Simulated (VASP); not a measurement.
## From VASP inputs to Ansatz: SrO (strained zincblende)

INCAR

```
ISIF = 2
NSW = 0
SIGMA = 0.02
LCHARG = .FALSE.
ISMEAR = -1
EDIFF = 1E-7
GGA = PE
ENCUT = 520
IBRION = -1
PREC = Accurate
LWAVE = .FALSE.
NELM = 120
LREAL = .FALSE.
NBANDS = 15
LASPH = .TRUE.
```

KPOINTS

```
KPOINTS created by Atomic Simulation Environment
0
Gamma
8 8 8
0 0 0
```

KPOINTS_OPT

```
special points
6
Reciprocal
0.0000000000 0.0000000000 0.0000000000 1
-0.5000000000 -0.5000000000 0.0000000000 1
-0.3750000000 -0.3750000000 0.2500000000 1
-0.3750000000 0.0000000000 0.3750000000 1
0.0000000000 0.0000000000 0.5000000000 1
-0.5000000000 -0.2500000000 0.2500000000 1
```

POSCAR

```
Sr O
 1.0000000000000000
     0.0000000000000000    2.7922805169000000    2.8020534987999999
     2.7922805169000000    0.0000000000000000    2.8020534987999999
     2.7922805169000000    2.7922805169000000    0.0000000000000000
 Sr  O
   1   1
Cartesian
  0.0000000000000000  0.0000000000000000  0.0000000000000000
  1.3961402584499998  1.3961402584499998  1.4010267493999999
```

VASP ran with the recommended PBE PAW datasets (16 valence electrons in the cell).

Q: Write an Ansatz input for this cell and level of theory.

A: 

```yaml
crystal:
  lattice:
    - [0.0, 2.7922805169, 2.8020534988]
    - [2.7922805169, 0.0, 2.8020534988]
    - [2.7922805169, 2.7922805169, 0.0]
  atoms:
    - { symbol: Sr, position: [0.0, 0.0, 0.0] }
    - { symbol: O, position: [0.25, 0.25, 0.25] }
kpoints:
  mp_grid: { grid: [8, 8, 8] }
  band_path:
    path:
      - [0.0, 0.0, 0.0]
      - [-0.5, -0.5, 0.0]
      - [-0.375, -0.375, 0.25]
      - [-0.375, 0.0, 0.375]
      - [0.0, 0.0, 0.5]
      - [-0.5, -0.25, 0.25]
    npoints: 1
hamiltonian:
  xc: pbe
scf:
  occupations: { method: fermi_dirac, width: 0.02 }
  n_extra_bands: 4
output:
  forces: true
  stress: true
  eigenvalues: true
  write_density: true
  write_potential: true
  elf: true
  volumetric_format: npy
```

Other inputs would serve too.

|  | VASP | Ansatz |
| --- | --- | --- |
| gap between bands v and c | 2.51 eV | 2.51 eV |
| least direct gap | 3.35 eV | 3.35 eV |
| pressure | 1.2 GPa | 0.7 GPa |

Each program uses its own PAW datasets. VASP's cell holds 16 valence electrons and Ansatz's 16. Ansatz's stress includes a Pulay correction; VASP's doesn't.
